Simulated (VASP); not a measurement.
Wanted: the native input for a VASP 6.6.1 run.

- Task: relaxation of the atoms
- Functional: PBEsol
- Potentials or basis: VASP PAW PBE potentials, release 64 (Zn, O)
- Cutoff: 520 eV
- k mesh: 8 × 5 × 1
- Occupations: gaussian, width 0.03 eV
- Spin: no spin polarisation
- Dipole correction: yes
- Further INCAR settings: ALGO = Normal; EDIFF = 1e-06; IBRION = 2; EDIFFG = -0.02; NSW = 80

The structure of ZnO lies in POSCAR:

```
ZnO
1.0
    3.2367619000      0.0000000000      0.0000000000
    0.0000000000      5.2238640000      0.0000000000
    0.0000000000      0.0000000000     18.7374926500
Zn O
4 4
Direct
    0.9999995400      0.5000160000      0.4002670000
    0.5000005500      0.0000160000      0.4501335800
    0.4999995700      0.5000160000      0.5498664200
    0.0000005800      0.0000160000      0.5997330000
    0.9999995400      0.1209740000      0.4002670000
    0.5000005500      0.6209740000      0.4501335800
    0.4999995700      0.1209740000      0.5498664200
    0.0000005800      0.6209740000      0.5997330000
```

These files were run (other wordings do the same):

INCAR

```
  PREC = Accurate
  ENCUT = 520
  EDIFF = 1E-6
  ISMEAR = 0
  SIGMA = 0.03
  LREAL = False
  LASPH = True
  NELM = 80
  ALGO = Normal
  ISIF = 2
  LWAVE = False
  LCHARG = False
  LDIPOL = True
  IDIPOL = 3
  DIPOL = 0.5 0.5 0.500
  GGA = PS
  IBRION = 2
  NSW = 80
  EDIFFG = -0.02
  KPAR = 2
```

KPOINTS

```
Automatic mesh
0
Gamma
  8 5 1
```

Potentials or basis: VASP PAW PBE potentials, release 64 (Zn, O).

Run with:

```bash
$ cat potpaw_PBE.64/Zn/POTCAR potpaw_PBE.64/O/POTCAR > POTCAR
$ mpirun -np 2 vasp_std > vasp.out
```

Results of the run:

| Property | Result |
| --- | --- |
| Energy gained by relaxing | 105.5 meV/atom |
| Ionic steps | 25 |
| Largest force after relaxing | 0.019 eV/Å |
| Band gap on the k mesh | 1.27 eV, direct |

Caveat: the PAW data sets were made with another functional, which shifts forces and pressure a little.

It took 23 min on 2 MPI ranks on Intel(R) Xeon(R) 6975P-C (Granite Rapids), on a shared host, peak memory 0.46 GiB a rank.
